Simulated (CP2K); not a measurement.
**SiC (Moissanite) in CP2K: the effect of functional**

SiC (Moissanite):

```
CELL_PARAMETERS angstrom
3.07600 0.00000 0.00000
-1.53800 2.66389 0.00000
0.00000 0.00000 5.04800
ATOMIC_POSITIONS crystal
Si 0.66667 0.33333 0.50000
Si 0.33333 0.66667 0.00000
C 0.66667 0.33333 0.88500
C 0.33333 0.66667 0.38500
```

Alike in all runs:

| Quantity | Value |
| --- | --- |
| Program | CP2K 2026.2 |
| Task | single point |
| Potentials or basis | POTENTIAL_UZH Si GTH-PBE-q4, C GTH-PBE-q4; TZVP-MOLOPT-PBE-GTH basis |
| Density cutoff | 9184 eV |
| k mesh | 10 × 10 × 5 |
| Occupations | fermi-dirac, width 0.05 eV |
| Spin | no spin polarisation |

```tsv
functional	gap on the mesh (eV)	pressure (GPa)
LDA	2.38	2.4
PBEsol	2.40	2.3
revPBE	?	?
AM05	2.40	2.3
BLYP	2.92	6.5
r2SCAN	2.93	1.0
```

Q: What does the run with functional revPBE give?

A: gap on the mesh 2.63 eV; pressure 3.5 GPa.

Caveats: the potentials were made for another functional, which shifts forces and pressure; an odd mesh through Γ misses points on the zone boundary, where band edges often lie; the basis of atomic orbitals isn't converged, which shifts pressures, moduli and gaps.

Runs at the PBE level aren't shown here.
